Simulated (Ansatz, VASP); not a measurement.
**Si: VASP beside Ansatz**

```
CELL_PARAMETERS angstrom
0.00000 2.70097 2.70097
2.70097 0.00000 2.70097
2.70097 2.70097 0.00000
ATOMIC_POSITIONS crystal
Si 0.75000 0.75000 0.75000
Si 0.50000 0.50000 0.50000
```

Alike in both runs: task relaxation of cell and atoms; functional LDA; k mesh 12 × 12 × 12; occupations gaussian, width 0.02 eV; no spin polarisation.

```csv
,VASP,Ansatz
version,VASP 6.6.1,Ansatz 0.2.0
potentials or method,"VASP PAW LDA potentials, release 64 (Si)","scalar-relativistic, plane waves, PAW"
plane-wave cutoff (eV),600,420
valence electrons in the cell,8,8
```

Ansatz gave:

| Property | Result |
| --- | --- |
| gap on the k mesh at the Fermi level, each at its own relaxed structure (eV) | 0.44 |
| relaxed volume (Å³/atom) | 19.70 |
| relaxed cell length with the largest relative difference (Å) | 3.820 |

**Question.** Which values does VASP return?

**Answer.** gap on the k mesh at the Fermi level, each at its own relaxed structure (eV): 0.44; relaxed volume (Å³/atom): 19.72; relaxed cell length with the largest relative difference (Å): 3.820.

A k mesh can miss the band edges. LDA gaps usually lie below the measured ones, often by a third to a half.
